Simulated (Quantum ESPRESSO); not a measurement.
Crystal: Ni.

```
Ni
1.0
     0.00000    1.73757    1.73757
     1.73757    0.00000    1.73757
     1.73757    1.73757    0.00000
Ni
1
Cartesian
  0.0000 0.0000 0.0000
```

Base run:

```yaml
Program: Quantum ESPRESSO 7.5
Functional: PBE
Potentials_or_basis: PseudoDojo 0.4.1 SR PBE standard
Cutoff: 1333 eV
Density_cutoff: 5333 eV
k_mesh: 13 × 13 × 13
Occupations: fermi-dirac, width 0.05 eV
Spin: collinear spin, ferromagnetic start
Starting_moments: "[1.0] μB"
```

Its results: band gap on the k mesh none (metal or under the smearing width); pressure 8.3 GPa; net moment 0.63 μB per cell; site moments Ni +0.67 μB.

Question: The run is repeated on the same cell with these changes: functional from PBE to PBEsol; potentials or basis from PseudoDojo 0.4.1 SR PBE standard to PseudoDojo 0.4.1 SR PBEsol standard. What comes out?

Answer: Band gap on the k mesh none (metal or under the smearing width); pressure -2.3 GPa; net moment 0.63 μB per cell; site moments Ni +0.67 μB.
